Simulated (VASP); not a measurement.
Input of a VASP 6.6.1 run:

INCAR

```
AGGAC = 0.0
ALGO = Normal
EDIFF = 1E-7
EDIFFG = -0.005
ENCUT = 600
GGA = MK
IBRION = 2
ISIF = 3
ISMEAR = 0
KPAR = 2
LASPH = T
LCHARG = F
LREAL = F
LUSE_VDW = T
LWAVE = F
NELM = 80
NSW = 90
PARAM1 = 0.1234
PARAM2 = 0.711357
PREC = Accurate
SIGMA = 0.03
ZAB_VDW = -1.8867
```

The input KPOINTS:

```
k-points
0
Gamma
  4 8 6
```

POSCAR

```
GeSe                                    
1.0
   11.0012269828      0.0000000000      0.0000000000
    0.0000000000      3.8864098220      0.0000000000
    0.0000000000      0.0000000000      4.3935344968
  Ge              Se            
     4     4
Direct
     0.1236324356964204    0.7500000000000000    0.8909371021697852
     0.6236324356964201    0.7500000000000000    0.6090628978302148
     0.3763675643035796    0.2500000000000000    0.3909371021697849
     0.8763675643035799    0.2500000000000000    0.1090628978302150
     0.8549102197535956    0.7500000000000000    0.5022974104036307
     0.3549102197535958    0.7500000000000000    0.9977025895963694
     0.6450897802464044    0.2500000000000000    0.0022974104036308
     0.1450897802464042    0.2500000000000000    0.4977025895963692
```

Potentials or basis: VASP PAW PBE potentials, release 64 (Ge_d, Se).

Command:

```sh
$ cat potpaw_PBE.64/Ge_d/POTCAR potpaw_PBE.64/Se/POTCAR > POTCAR
$ mpirun -np 2 vasp_std > vasp.out
```

Problem. Estimate the relaxed volume.

Solution. 23.45 Å³/atom.

Problem. Predict the space group after relaxing (to 0.05 Å).

Solution. Pnma (No. 62).

Problem. Estimate the relaxed cell.

Solution. a = 10.996 Å, b = 3.890 Å, c = 4.386 Å, α = 90.00°, β = 90.00°, γ = 90.00°.

The path:
| step | energy change (eV) | largest force (eV/Å) | pressure (GPa) | volume (Å³) |
| --- | --- | --- | --- | --- |
| 1 | 0.0000 | 0.0085 | -0.02 | 187.85 |
| 2 | -0.0001 | 0.0071 | 0.00 | 187.77 |
| 3 | -0.0001 | 0.0086 | 0.02 | 187.72 |
| 4 | -0.0001 | 0.0073 | 0.00 | 187.76 |
| 5 | -0.0001 | 0.0070 | -0.02 | 187.80 |
| 6 | -0.0002 | 0.0082 | -0.07 | 187.87 |
| 7 | -0.0002 | 0.0072 | -0.03 | 187.82 |
| 8 | -0.0002 | 0.0086 | -0.02 | 187.71 |
| 9 | -0.0002 | 0.0119 | 0.02 | 187.48 |
| 10 | -0.0003 | 0.0094 | 0.03 | 187.45 |
| 11 | -0.0003 | 0.0046 | 0.03 | 187.38 |
| 12 | -0.0003 | 0.0043 | 0.02 | 187.36 |
| 13 | -0.0003 | 0.0065 | 0.00 | 187.43 |
| 14 | -0.0003 | 0.0095 | -0.02 | 187.51 |
| 15 | -0.0003 | 0.0086 | -0.03 | 187.52 |
| 16 | -0.0004 | 0.0059 | 0.00 | 187.53 |
| 17 | -0.0004 | 0.0044 | 0.04 | 187.55 |
| 18 | -0.0004 | 0.0040 | 0.04 | 187.54 |
| 19 | -0.0004 | 0.0039 | 0.02 | 187.58 |

Caveat: the PAW data sets were made with another functional, which shifts forces and pressure a little.
